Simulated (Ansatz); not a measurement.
Crystal: HfO2.

```
Hf O
1.0
     4.81353    0.00000    0.00000
     0.00000    4.81353    0.00000
     0.00000    0.00000    3.20542
Hf O
2 4
Direct
  0.50000 0.50000 0.50000
  0.00000 0.00000 0.00000
  0.80504 0.19496 0.50000
  0.69496 0.69496 0.00000
  0.30504 0.30504 0.00000
  0.19496 0.80504 0.50000
```

Measurements of this composition are mostly on another form, of space group No. 14.

- Program: Ansatz 0.2.0
- Task: relaxation of cell and atoms
- Functional: PBE
- Dispersion: D3(BJ)
- Potentials or basis: Ansatz PAW
- Cutoff: 420 eV (not typed: the program's choice for these potentials)
- k mesh: 6 × 6 × 8
- Occupations: fermi-dirac, width 0.05 eV
- Spin: no spin polarisation

At the start: volume 12.38 Å³/atom.

Problem. Where does the relaxation end?

Solution. It ends after 7 steps and the volume is 12.69 Å³/atom (+2.5 %); space group P4_2/mnm (No. 136, to 0.05 Å).

Step by step:
```csv
step,energy change (eV),largest force (eV/Å),volume (Å³)
1,0.0000,0.0838,74.27
2,-0.0204,0.0223,76.42
3,-0.0231,0.0003,76.06
4,-0.0232,0.0007,76.05
5,-0.0321,0.0005,76.05
6,-0.0318,0.0032,76.13
7,-0.0321,0.0031,76.13
```

Final structure:
```xyz
6
Lattice="4.8562 0.0000 0.0000 0.0000 4.8562 0.0000 0.0000 0.0000 3.2284" Properties=species:S:1:pos:R:3 pbc="T T T"
Hf    2.4281    2.4281    1.6142
Hf    0.0000    0.0000    0.0000
O     3.9091    0.9470    1.6142
O     3.3751    3.3751    0.0000
O     1.4810    1.4810    0.0000
O     0.9470    3.9091    1.6142
```

Caveat: the plane-wave basis is chosen anew once the cell has moved, so the energies of steps on either side of that aren't comparable; the pressure holds a Pulay correction of +0.7 GPa for the finite cutoff.
